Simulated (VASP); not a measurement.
Input of a VASP 6.6.1 run:

Contents of INCAR:

```
SYSTEM = CuO
  ALGO = Normal
  EDIFF = 1E-7
  EDIFFG = -0.005
  ENCUT = 600
  GGA = PE
  IBRION = 2
  ISIF = 3
  ISMEAR = -1
  IVDW = 12
  KPAR = 2
  LASPH = .True.
  LCHARG = .False.
  LREAL = .False.
  LWAVE = .False.
  NELM = 100
  NSW = 40
  PREC = Accurate
  SIGMA = 0.05
```

File KPOINTS:

```
k-points
0
Gamma
  8 8 4
  0 0 0
```

Contents of POSCAR:

```
CuO
1.0
    2.3418500000     -1.7113000000      0.0000000000
    2.3418500000      1.7113000000      0.0000000000
   -0.8500274268      0.0000000000      5.0578693947
Cu O
2 2
Direct
    0.5000000000      0.0000000000      0.5000000000
    0.0000000000      0.5000000000      0.0000000000
    0.4184000000      0.5816000000      0.7500000000
    0.5816000000      0.4184000000      0.2500000000
```

Potentials or basis: VASP PAW PBE potentials, release 64 (Cu, O).

The run is started by

```bash
$ cat potpaw_PBE.64/Cu/POTCAR potpaw_PBE.64/O/POTCAR > POTCAR
$ mpirun -np 2 vasp_std > vasp.out
```

(1) What does it give for the relaxed volume?

(2) Estimate the space group after relaxing (to 0.05 Å).

Results:

(1) 10.90 Å³/atom.

(2) Cccm (No. 66).

Caveat: the run has no spin polarisation, though such a crystal can be magnetic; pairwise dispersion overbinds metals, which lowers pressure and volume.
